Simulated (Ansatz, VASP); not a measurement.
Pb: VASP beside Ansatz

```
CELL_PARAMETERS angstrom
3.09820 -1.78465 0.00000
3.09820 1.78465 0.00000
-2.15695 0.00000 6.21477
ATOMIC_POSITIONS crystal
Pb 0.90851 0.90851 0.72629
Pb 0.09149 0.09149 0.27371
```

Change from the starting cell: volume scaled by 1.06.

Alike in both runs: task single point; functional PBE; k mesh 9 × 9 × 5; occupations fermi-dirac, width 0.05 eV; no spin polarisation.

|  | VASP | Ansatz |
| --- | --- | --- |
| version | VASP 6.6.1 | Ansatz 0.2.0 |
| potentials or method | VASP PAW PBE potentials, release 64 (Pb_d) | Ansatz PAW |
| plane-wave cutoff (eV) | 520 | 420 |
| valence electrons in the cell | 28 | 28 |

Ansatz gave:

```
gap on the k mesh at the Fermi level (eV)       : none
pressure (GPa)                                  : -1.3
largest component of the traceless stress (GPa) : 0.10
rms of the force components (eV/Å)              : 0.098
```

**Question.** Estimate VASP's values.

**Answer.** gap on the k mesh at the Fermi level (eV): none; pressure (GPa): -1.4; largest component of the traceless stress (GPa): 0.10; rms of the force components (eV/Å): 0.099.

Atom by atom the forces differ by 0.000 eV/Å (rms over components). A gap of «none» marks a metal or a gap that the smearing closes. The functional is the same, so the differences come from potentials, cutoffs and numerics.

The runs have no spin-orbit coupling, so splittings on Pb are missing.
